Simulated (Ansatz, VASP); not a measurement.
## ZrS: VASP beside Ansatz

```
Zr S
1.0
     0.00000    2.62500    2.62500
     2.62500    0.00000    2.62500
     2.62500    2.62500    0.00000
Zr S
1 1
Direct
  0.00000 0.00000 0.00000
  0.50000 0.50000 0.50000
```

Change from the starting cell: volume scaled by 1, PAW files.

Alike in both runs: task single point; functional PBEsol; k mesh 9 × 9 × 9; occupations fermi-dirac, width 0.03 eV; no spin polarisation.

|  | VASP | Ansatz |
| --- | --- | --- |
| version | VASP 6.6.1 | Ansatz 0.2.0 |
| potentials or method | VASP PAW PBE potentials, release 64 (Zr_sv, S) | PAW with Ansatz's default frozen-core files, scalar-relativistic |
| plane-wave cutoff (eV) | 520 | 420 |
| valence electrons in the cell | 18 | 18 |

Ansatz gave:

```
pressure (GPa) : -6.5
```

Task: Which values does VASP return?

Result: Pressure (GPa): -6.3.

With one functional, cell and mesh, what is left measures potentials, basis and numerics.

Caveats: the PAW data sets were made with another functional, which shifts forces and pressure a little (VASP).
